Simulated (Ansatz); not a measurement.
Level of theory: DFT PBE, scalar-relativistic, plane waves, PAW in Ansatz. Settings: cutoff 420 eV, Γ-centred meshes spaced at most about 0.3 Å⁻¹, and about 0.25 Å⁻¹ or finer for metals (2π included), Gaussian smearing. No spin polarisation in the final relaxations.

All energies are static (0 K, no zero-point motion). All come from trial cells, and lower structures may exist.

**Question.** Which of these relaxed structures of Te is the lowest in energy?
A.

```
CELL_PARAMETERS angstrom
5.56707 0.00000 0.00000
-2.78354 4.82122 0.00000
0.00000 0.00000 3.04626
ATOMIC_POSITIONS crystal
Te 0.33333 0.66667 0.00000
Te 0.66667 0.33333 0.00000
```

B.

```
CELL_PARAMETERS angstrom
5.33706 0.00000 0.00000
-2.66853 4.62203 0.00000
0.00000 0.00000 6.34507
ATOMIC_POSITIONS crystal
Te 0.00000 0.00000 0.70999
Te 0.00000 0.00000 0.29001
Te 0.33333 0.66667 0.00000
Te 0.66667 0.33333 0.00000
```

**Answer.** A. It has space group P6/mmm (No. 191); the next, B, with space group P6/mmm (No. 191), lies 143 meV/atom higher. Counting all near atoms (those within 1.25 times the shortest such distance or 1.15 times the sum of covalent radii, 1.27 where that leaves under three; a plus sign parts nearer from farther groups; a slash parts the counts of unlike sites), the lowest has Te 5 and the next has Te 1/3+6.

No dispersion correction is applied, so the spacing and binding between layers, chains or molecules are poorly described (P6/mmm at 39.1 Å³/atom), and this can change margins and order among such cells. Spin–orbit coupling, which can matter for Te, is left out. Cells relaxed within their symmetry can be saddle points. The part of the Crystallography Open Database at hand lists Te in space groups No. 12, 152, 154; no cell shown has one of them. Some types were kept out of the candidates beforehand, so the set may lack a known form.
